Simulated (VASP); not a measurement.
# Ni (Fm-3m) in VASP: band structure with PBE

Aim: the band structure of Ni with PBE.

All numbers are computed with VASP 6.6.1; they aren't measurements. Logs are shortened: lines on timing, memory, paths and dates and some standing lists are left out, and cuts for length are marked.

## Step 1: The crystal as given

It takes space group Fm-3m (No. 225, cubic). Conventional cell: a = 3.524 Å, b = 3.524 Å, c = 3.524 Å, α = 90.00°, β = 90.00°, γ = 90.00°. Around Ni (site symmetry m-3m) lie 12 Ni at 2.49 Å.

## Step 2: Band structure, PBE, collinear spin, ferromagnetic start

The input, POSCAR:

```
Ni
1.0
    0.0000000000      1.7619350000      1.7619350000
    1.7619350000      0.0000000000      1.7619350000
    1.7619350000      1.7619350000      0.0000000000
Ni
1
Direct
    0.0000000000      0.0000000000      0.0000000000
```

The input, INCAR.step1:

```
SYSTEM = Ni
PREC = Accurate
ENCUT = 520
EDIFF = 1E-7
ISMEAR = 0
SIGMA = 0.1
LREAL = .FALSE.
LASPH = .TRUE.
NELM = 120
ALGO = Normal
ISIF = 2
LWAVE = .FALSE.
LCHARG = .TRUE.
ISPIN = 2
MAGMOM = 0.8
LORBIT = 11
LMAXMIX = 4
GGA = PE
NBANDS = 15
```

The input, KPOINTS.step1:

```
regular mesh
0
G
  20 20 20
  0 0 0
```

The input, INCAR.step2:

```
SYSTEM = Ni
PREC = Accurate
ENCUT = 520
EDIFF = 1E-7
ISMEAR = 0
SIGMA = 0.05
LREAL = .FALSE.
LASPH = .TRUE.
NELM = 120
ALGO = Normal
ISIF = 2
LWAVE = .FALSE.
LCHARG = .FALSE.
ISPIN = 2
MAGMOM = 0.8
LORBIT = 11
LMAXMIX = 4
GGA = PE
NBANDS = 15
ICHARG = 11
```

The input, KPOINTS.step2:

```
path GXWKGLUWLK,UX
10
line-mode
reciprocal
 0.0000000000  0.0000000000  0.0000000000  G
 0.5000000000  0.0000000000  0.5000000000  X

 0.5000000000  0.0000000000  0.5000000000  X
 0.5000000000  0.2500000000  0.7500000000  W

 0.5000000000  0.2500000000  0.7500000000  W
 0.3750000000  0.3750000000  0.7500000000  K

 0.3750000000  0.3750000000  0.7500000000  K
 0.0000000000  0.0000000000  0.0000000000  G

 0.0000000000  0.0000000000  0.0000000000  G
 0.5000000000  0.5000000000  0.5000000000  L

 0.5000000000  0.5000000000  0.5000000000  L
 0.6250000000  0.2500000000  0.6250000000  U

 0.6250000000  0.2500000000  0.6250000000  U
 0.5000000000  0.2500000000  0.7500000000  W

 0.5000000000  0.2500000000  0.7500000000  W
 0.5000000000  0.5000000000  0.5000000000  L

 0.5000000000  0.5000000000  0.5000000000  L
 0.3750000000  0.3750000000  0.7500000000  K

 0.6250000000  0.2500000000  0.6250000000  U
 0.5000000000  0.0000000000  0.5000000000  X
```

Potentials or basis: VASP PAW PBE potentials, release 64 (Ni).

Run with:

```
$ cat potpaw_PBE.64/Ni/POTCAR > POTCAR
$ cp INCAR.step1 INCAR
$ cp KPOINTS.step1 KPOINTS
$ mpirun -np 1 vasp_std > vasp.out
$ cp INCAR.step2 INCAR
$ cp KPOINTS.step2 KPOINTS
$ mpirun -np 1 vasp_std > vasp.out
```

OUTCAR:

```text
SYSTEM = Ni
   PREC = Accurate
   ENCUT = 520
   EDIFF = 1E-7
   ISMEAR = 0
   LREAL = .FALSE.
   LASPH = .TRUE.
   NELM = 120
   ISIF = 2
   ISPIN = 2
   LORBIT = 11
   GGA = PE
   ICHARG = 11

 ion  position               nearest neighbor table
   1  0.000  0.000  0.000-

  LATTYP: Found a face centered cubic cell.
 ALAT       =     3.5238700000

  Lattice vectors:

 A1 = (   0.0000000000,   1.7619350000,   1.7619350000)
 A2 = (   1.7619350000,   0.0000000000,   1.7619350000)
 A3 = (   1.7619350000,   1.7619350000,   0.0000000000)

Analysis of symmetry for initial positions (statically):
=====================================================================
 Subroutine PRICEL returns:
 Original cell was already a primitive cell.

 Routine SETGRP: Setting up the symmetry group for a
 face centered cubic supercell.

 Subroutine GETGRP returns: Found 48 space group operations
 (whereof 48 operations were pure point group operations)
 out of a pool of 48 trial point group operations.

The static configuration has the point symmetry O_h .

Analysis of symmetry for dynamics (positions and initial velocities):
=====================================================================
 Subroutine PRICEL returns:
 Original cell was already a primitive cell.

 Routine SETGRP: Setting up the symmetry group for a
 face centered cubic supercell.

 Subroutine GETGRP returns: Found 48 space group operations
 (whereof 48 operations were pure point group operations)
 out of a pool of 48 trial point group operations.

The dynamic configuration has the point symmetry O_h .

Analysis of structural, dynamic, and magnetic symmetry:
=====================================================================
 Subroutine PRICEL returns:
 Original cell was already a primitive cell.

 Routine SETGRP: Setting up the symmetry group for a
 face centered cubic supercell.

 Subroutine GETGRP returns: Found 48 space group operations
 (whereof 48 operations were pure point group operations)
 out of a pool of 48 trial point group operations.

The overall configuration has the point symmetry O_h .

 Subroutine INISYM returns: Found 48 space group operations
 (whereof 48 operations are pure point group operations),
 and found     1 'primitive' translations

----------------------------------------------------------------------------------------

                                     Primitive cell

  volume of cell :      10.9396

  direct lattice vectors                    reciprocal lattice vectors
     0.000000000  1.761935000  1.761935000    -0.283778914  0.283778914  0.283778914
     1.761935000  0.000000000  1.761935000     0.283778914 -0.283778914  0.283778914
[... 114 lines left out ...]

 number of electron      10.0000010 magnetization       0.6290825

 Free energy of the ion-electron system (eV)
  ---------------------------------------------------
  ext. energy  EPLUGINS =         0.00000000
  ---------------------------------------------------
  free energy    TOTEN  =        -4.66457689 eV

  energy without entropy =       -4.66043026  energy(sigma->0) =       -4.66250358

 E-fermi :   9.4588     XC(G=0): -13.2235

 val. band max:        9.4505109391   @ k =   0.5000   0.5000   0.5000
 cond. band min:       9.4616565691   @ k =   0.5972   0.2500   0.6528
 fundamental gap:      0.0111456300
 Fermi energy:         9.4587799846

 spin component 1

 k-point     1 :       0.0000    0.0000    0.0000
  band No.  band energies     occupation
      1       0.3276      1.00000
      2       6.8741      1.00000
      3       6.8741      1.00000
      4       6.8741      1.00000
      5       8.0444      1.00000
      6       8.0444      1.00000
      7      32.9777      0.00000
      8      36.7950      0.00000
      9      36.7950      0.00000
     10      36.7950      0.00000
     11      39.7143      0.00000
     12      39.7143      0.00000
     13      39.7143      0.00000
     14      42.6938      0.00000
[... 403 lines left out ...]
      4       8.0413      1.00000
      5       8.7686      1.00000
      6      15.9196      0.00000
      7      17.1542      0.00000
      8      19.3617      0.00000
      9      21.6805      0.00000
     10      36.4734      0.00000
     11      41.4820      0.00000
     12      42.3579      0.00000
     13      47.9782      0.00000
     14      55.5957      0.00000
     15      55.7010      0.00000

 [... further k-points ...]

 spin component 2

 k-point     1 :       0.0000    0.0000    0.0000
  band No.  band energies     occupation
      1       0.2912      1.00000
      2       7.6328      1.00000
      3       7.6328      1.00000
      4       7.6328      1.00000
      5       8.6312      1.00000
      6       8.6312      1.00000
      7      32.8119      0.00000
      8      36.7752      0.00000
      9      36.7752      0.00000
     10      36.7752      0.00000
     11      39.8143      0.00000
     12      39.8143      0.00000
     13      39.8143      0.00000
     14      42.5691      0.00000
[... 403 lines left out ...]
      4       8.6075      1.00000
      5       9.6346      0.00000
      6      16.1078      0.00000
      7      17.3329      0.00000
      8      19.5343      0.00000
      9      21.7910      0.00000
     10      36.4933      0.00000
     11      41.5684      0.00000
     12      42.3281      0.00000
     13      48.1581      0.00000
     14      55.6293      0.00000
     15      57.0622      0.00000

 [... further k-points ...]
[... 5 lines left out ...]
  --------------------------------------------------------------------------------------
  -------------------------------------------------------------------------------------
  Total       14.6663936     14.6663936     14.6663936     -0.0000000     -0.0000000      0.0000000
  in kB     2147.9999912   2147.9999912   2147.9999912     -0.0000000     -0.0000000      0.0000000
  external PRESSURE =    2147.9999912 kB  Pullay stress =       0.0000000 kB

 VOLUME and BASIS-vectors are now :
 -----------------------------------------------------------------------------
  energy-cutoff  :      520.00
  volume of cell :       10.94
      direct lattice vectors                 reciprocal lattice vectors
     0.000000000  1.761935000  1.761935000    -0.283778914  0.283778914  0.283778914
     1.761935000  0.000000000  1.761935000     0.283778914 -0.283778914  0.283778914
     1.761935000  1.761935000  0.000000000     0.283778914  0.283778914 -0.283778914

 POSITION                                       TOTAL-FORCE (eV/Angst)
 -----------------------------------------------------------------------------------
      0.00000      0.00000      0.00000         0.000000      0.000000      0.000000
 -----------------------------------------------------------------------------------
    total drift:                                0.000000      0.000000      0.000000

  FREE ENERGIE OF THE ION-ELECTRON SYSTEM (eV)
  ---------------------------------------------------
  free  energy   TOTEN  =        -4.6645768942 eV

  energy  without entropy=       -4.6604302593  energy(sigma->0) =       -4.66250358

 total charge

# of ion       s       p       d       tot
------------------------------------------
    1        0.367   0.437   8.550   9.353

 magnetization (x)

# of ion       s       p       d       tot
------------------------------------------
    1       -0.005  -0.029   0.595   0.561
```

OUTCAR.step1:

```text
SYSTEM = Ni
   PREC = Accurate
   ENCUT = 520
   EDIFF = 1E-7
   ISMEAR = 0
   LREAL = .FALSE.
   LASPH = .TRUE.
   NELM = 120
   ISIF = 2
   ISPIN = 2
   LORBIT = 11
   GGA = PE
[... 1102 lines left out ...]
    total drift:                                0.000000      0.000000      0.000000

  FREE ENERGIE OF THE ION-ELECTRON SYSTEM (eV)
  ---------------------------------------------------
  free  energy   TOTEN  =        -5.4749797521 eV

  energy  without entropy=       -5.4661598582  energy(sigma->0) =       -5.47056981

 total charge

# of ion       s       p       d       tot
------------------------------------------
    1        0.495   0.493   8.312   9.300

 magnetization (x)

# of ion       s       p       d       tot
------------------------------------------
    1       -0.007  -0.025   0.673   0.642
```

OSZICAR.step1:

```text
N       E                     dE             d eps       ncg     rms          rms(c)
DAV:   1     0.335559541506E+02    0.33556E+02   -0.41913E+03 16231   0.860E+02
DAV:   2    -0.502051658470E+01   -0.38576E+02   -0.35693E+02 17278   0.162E+02
DAV:   3    -0.649433047078E+01   -0.14738E+01   -0.14577E+01 18790   0.312E+01
DAV:   4    -0.650337955709E+01   -0.90491E-02   -0.90465E-02 18766   0.233E+00
DAV:   5    -0.650348958079E+01   -0.11002E-03   -0.11002E-03 19181   0.233E-01    0.985E+00
DAV:   6    -0.582270755925E+01    0.68078E+00   -0.13673E+01 22227   0.404E+01    0.596E+00
DAV:   7    -0.549214367473E+01    0.33056E+00   -0.23919E+00 20551   0.152E+01    0.191E+00
DAV:   8    -0.547788079935E+01    0.14263E-01   -0.24166E-02 19266   0.106E+00    0.931E-01
DAV:   9    -0.547543386002E+01    0.24469E-02   -0.20048E-03 25140   0.282E-01    0.249E-01
DAV:  10    -0.547499377614E+01    0.44008E-03   -0.45151E-04 25841   0.114E-01    0.376E-02
DAV:  11    -0.547497876524E+01    0.15011E-04   -0.43641E-05 23589   0.444E-02    0.320E-02
DAV:  12    -0.547497974750E+01   -0.98226E-06   -0.11768E-06 21290   0.790E-03    0.747E-03
DAV:  13    -0.547497975209E+01   -0.45929E-08   -0.22920E-07 20521   0.456E-03
   1 F= -.54749798E+01 E0= -.54705698E+01  d E =-.881989E-02  mag=     0.6291
```

Run time: 94 s. Hardware: 1 thread of Intel Xeon Platinum 8488C (Sapphire Rapids), shared host; peak memory 0.18 GiB.

What came out:

```yaml
Band_gap_along_the_path: none (metal or under the smearing width)
Net_moment: 0.63 μB per cell
```

Levels at the corners of the path, in eV from the Fermi level:
Spin up:
```tsv
point	band 3	band 4	band 5	band 6	band 7	band 8
Γ	-2.43	-2.43	-1.26	-1.26	23.68	27.49
X	-0.55	-0.48	-0.48	2.44	9.17	14.77
X	-0.55	-0.48	-0.48	2.44	9.17	14.77
W	-3.06	-1.32	-0.48	7.70	7.70	9.93
W	-3.06	-1.32	-0.48	7.70	7.70	9.93
K	-2.11	-1.10	-0.74	5.69	7.25	9.89
K	-2.11	-1.10	-0.74	5.69	7.25	9.89
Γ	-2.43	-2.43	-1.26	-1.26	23.68	27.49
Γ	-2.43	-2.43	-1.26	-1.26	23.68	27.49
L	-2.41	-0.61	-0.61	-0.28	5.62	22.17
L	-2.41	-0.61	-0.61	-0.28	5.62	22.17
U	-2.11	-1.10	-0.74	5.69	7.25	9.89
U	-2.11	-1.10	-0.74	5.69	7.25	9.89
W	-3.06	-1.32	-0.48	7.70	7.70	9.93
W	-3.06	-1.32	-0.48	7.70	7.70	9.93
L	-2.41	-0.61	-0.61	-0.28	5.62	22.17
L	-2.41	-0.61	-0.61	-0.28	5.62	22.17
K	-2.11	-1.10	-0.74	5.69	7.25	9.89
U	-2.11	-1.10	-0.74	5.69	7.25	9.89
X	-0.55	-0.48	-0.48	2.44	9.17	14.77
```
Spin down:
| point | band 1 | band 2 | band 3 | band 4 | band 5 | band 6 | band 7 | band 8 | band 9 |
| --- | --- | --- | --- | --- | --- | --- | --- | --- | --- |
| Γ | -9.01 | -1.67 | -1.67 | -1.67 | -0.67 | -0.67 | 23.51 | 27.47 | 27.47 |
| X | -4.27 | -3.55 | 0.06 | 0.39 | 0.39 | 2.40 | 9.41 | 14.78 | 14.78 |
| X | -4.27 | -3.55 | 0.06 | 0.39 | 0.39 | 2.40 | 9.41 | 14.78 | 14.78 |
| W | -3.36 | -2.44 | -2.44 | -0.76 | 0.39 | 7.88 | 7.88 | 10.08 | 11.18 |
| W | -3.36 | -2.44 | -2.44 | -0.76 | 0.39 | 7.88 | 7.88 | 10.08 | 11.18 |
| K | -3.52 | -3.15 | -1.48 | -0.52 | 0.12 | 5.89 | 7.43 | 10.09 | 17.13 |
| K | -3.52 | -3.15 | -1.48 | -0.52 | 0.12 | 5.89 | 7.43 | 10.09 | 17.13 |
| Γ | -9.01 | -1.67 | -1.67 | -1.67 | -0.67 | -0.67 | 23.51 | 27.47 | 27.47 |
| Γ | -9.01 | -1.67 | -1.67 | -1.67 | -0.67 | -0.67 | 23.51 | 27.47 | 27.47 |
| L | -4.38 | -1.79 | -1.79 | -0.35 | 0.15 | 0.15 | 6.04 | 22.02 | 24.66 |
| L | -4.38 | -1.79 | -1.79 | -0.35 | 0.15 | 0.15 | 6.04 | 22.02 | 24.66 |
| U | -3.52 | -3.15 | -1.48 | -0.52 | 0.12 | 5.89 | 7.43 | 10.09 | 17.13 |
| U | -3.52 | -3.15 | -1.48 | -0.52 | 0.12 | 5.89 | 7.43 | 10.09 | 17.13 |
| W | -3.36 | -2.44 | -2.44 | -0.76 | 0.39 | 7.88 | 7.88 | 10.08 | 11.18 |
| W | -3.36 | -2.44 | -2.44 | -0.76 | 0.39 | 7.88 | 7.88 | 10.08 | 11.18 |
| L | -4.38 | -1.79 | -1.79 | -0.35 | 0.15 | 0.15 | 6.04 | 22.02 | 24.66 |
| L | -4.38 | -1.79 | -1.79 | -0.35 | 0.15 | 0.15 | 6.04 | 22.02 | 24.66 |
| K | -3.52 | -3.15 | -1.48 | -0.52 | 0.12 | 5.89 | 7.43 | 10.09 | 17.13 |
| U | -3.52 | -3.15 | -1.48 | -0.52 | 0.12 | 5.89 | 7.43 | 10.09 | 17.13 |
| X | -4.27 | -3.55 | 0.06 | 0.39 | 0.39 | 2.40 | 9.41 | 14.78 | 14.78 |

Caveat: the log is that of the step along the path at fixed density, whose energy, stress, charges and moments have no meaning.
